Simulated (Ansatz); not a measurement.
# Hf8O15: what a change of hamiltonian.hubbard does

Computed with the plane-wave PAW code Ansatz (scalar-relativistic, PAW set soft_2): PBE, collinear spin, 420 eV cutoff, k-mesh 2×2×2 shifted by half a step. These are the settings of the reference run.

Cell:

```
cell
1.0
     4.2678    0.0000    5.2716
    -5.1609    5.2121    0.0053
    -5.1609   -5.2121    0.0053
Hf O
8 15
Direct
  0.7107 0.9437 0.4874
  0.7077 0.4429 0.9881
  0.7904 0.0108 0.0574
  0.7908 0.5089 0.5540
  0.2931 0.5559 0.0135
  0.2901 0.0531 0.5107
  0.2099 0.4884 0.4448
  0.2074 0.9901 0.9453
  0.9760 0.6343 0.8912
  0.5251 0.6064 0.3653
  0.5223 0.1077 0.8659
  0.0235 0.3631 0.1098
  0.0229 0.8715 0.6040
  0.4825 0.8954 0.1385
  0.4680 0.3864 0.6316
  0.3482 0.8035 0.4723
  0.3501 0.3062 0.9798
  0.1516 0.5225 0.6947
  0.1513 0.0252 0.1966
  0.6502 0.6934 0.0218
  0.6549 0.1955 0.5222
  0.8514 0.9780 0.8057
  0.8497 0.4768 0.3051
```

The reference run of this cell is solved again as a single point with these keys changed:

| key | reference run | changed run |
| --- | --- | --- |
| hamiltonian.hubbard | not typed | {sites: [{species: Hf, l: d, u_eff: 2.0}], double_counting: fll} |

How does the changed run end?



```
            quantity  reference run  changed run
largest force (eV/Å)           0.02         0.21
gap on the mesh (eV)           1.60         1.92
```

The Hamiltonian isn't the same, so energies aren't compared. It took 16 iterations.

Caveats: the reference run: net starting moment lost; a single point, atoms not relaxed again; a change of U can also leave the f or d shell in another state; semilocal functionals make gaps too small and can close them.
